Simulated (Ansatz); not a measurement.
The system is AlPt.

```xyz
2
Lattice="3.0915 0.0000 0.0000 0.0000 3.0915 0.0000 0.0000 0.0000 3.0915" Properties=species:S:1:pos:R:3 pbc="T T T"
Pt    1.5458    1.5458    1.5458
Al    0.0000    0.0000    0.0000
```

Measurements of this composition are mostly on another form, of space group No. 198.

- Program: Ansatz 0.2.0
- Task: relaxation of cell and atoms
- Functional: PBEsol
- Potentials or basis: all-electron LAPW, scalar-relativistic
- Basis error allowed: 0.001 eV/atom
- k mesh: 9 × 9 × 9
- Occupations: fermi-dirac, width 0.05 eV
- Spin: no spin polarisation

At the start: volume 14.77 Å³/atom.

Problem. How do energy, volume and symmetry change on relaxing?

Solution. Over 5 steps the energy falls by 8.1 meV/atom and the volume is 14.33 Å³/atom (-3.0 %); space group Pm-3m (No. 221, to 0.05 Å).

The path:
```tsv
step	energy change (eV)	largest force (eV/Å)	volume (Å³)
1	0.0000	0.0000	29.55
2	-0.0072	0.0000	28.04
3	-0.0162	0.0000	28.70
4	-0.0162	0.0000	28.66
5	-0.0162	0.0000	28.66
```

Final structure:
```cif
data_structure
_symmetry_space_group_name_H-M 'P 1'
_symmetry_Int_Tables_number 1
_cell_length_a 3.0604
_cell_length_b 3.0604
_cell_length_c 3.0604
_cell_angle_alpha 90.000
_cell_angle_beta 90.000
_cell_angle_gamma 90.000
_cell_volume 28.66
loop_
_atom_site_label
_atom_site_type_symbol
_atom_site_fract_x
_atom_site_fract_y
_atom_site_fract_z
_atom_site_occupancy
Pt1 Pt 0.50000 0.50000 0.50000 1
Al1 Al 0.00000 0.00000 0.00000 1
```
